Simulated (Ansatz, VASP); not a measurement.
KCl: VASP beside Ansatz

Contents of POSCAR:

```
KCl
1.0
    0.0000000000      3.1605725637      3.1605725637
    3.1605725637      0.0000000000      3.1605725637
    3.1605725637      3.1605725637      0.0000000000
K Cl
1 1
Direct
    0.0000000000      0.0000000000      0.0000000000
    0.5000000000      0.5000000000      0.5000000000
```

File INCAR.step1:

```
PREC = Accurate ; ENCUT = 520
ISMEAR = 0 ; SIGMA = 0.01
LREAL = F ; LASPH = T
NELM = 60 ; NBANDS = 15
GGA = PE ; ALGO = Normal
EDIFF = 1E-4 ; LWAVE = T
LCHARG = F
```

INCAR.step2

```
PREC = Accurate ; ENCUT = 520
EDIFF = 1E-7 ; ISMEAR = 0
SIGMA = 0.01 ; LREAL = F
LASPH = T ; NELM = 60
ALGO = Normal ; ISIF = 2
LWAVE = F ; LCHARG = T
METAGGA = R2SCAN ; LMIXTAU = T
LELF = T ; LVHAR = T
NBANDS = 15 ; ISTART = 1
```

KPOINTS

```
regular mesh
0
Gamma
  8 8 8
```

Input for Ansatz:

```yaml
crystal:
  lattice:
    - [0.0, 3.1605725637, 3.1605725637]
    - [3.1605725637, 0.0, 3.1605725637]
    - [3.1605725637, 3.1605725637, 0.0]
  atoms:
    - { symbol: K, position: [0.0, 0.0, 0.0] }
    - { symbol: Cl, position: [0.5, 0.5, 0.5] }
kpoints:
  mp_grid: { grid: [8, 8, 8] }
  band_path:
    path:
      - [0.0, 0.0, 0.0]
      - [0.5, 0.0, 0.5]
      - [0.625, 0.25, 0.625]
      - [0.375, 0.375, 0.75]
      - [0.5, 0.5, 0.5]
      - [0.5, 0.25, 0.75]
    npoints: 1
hamiltonian:
  xc: r2scan
scf:
  occupations: { method: fixed }
  n_extra_bands: 4
output:
  forces: true
  stress: true
  eigenvalues: true
```

Change from the starting cell: hydrostatic strain +0.5%.

Alike in both runs: task single point; functional r2SCAN; k mesh 8 × 8 × 8; no spin polarisation.

```csv
,VASP,Ansatz
version,VASP 6.6.1,Ansatz 0.2.0
potentials or method,"VASP PAW PBE potentials, release 64 (K_sv, Cl)","plane waves, PAW"
plane-wave cutoff (eV),520,500
occupations,"gaussian, width 0.01 eV",fixed
valence electrons in the cell,16,16
```

Ansatz gave:

```
gap on the k mesh at the Fermi level (eV) : 5.78
pressure (GPa)                            : -0.2
```

Problem. Which values does VASP return?

Solution. gap on the k mesh at the Fermi level (eV): 5.78; pressure (GPa): -0.3.

Caveats: the PAW data sets were made with another functional, which shifts forces and pressure a little (VASP). A k mesh can miss the band edges.
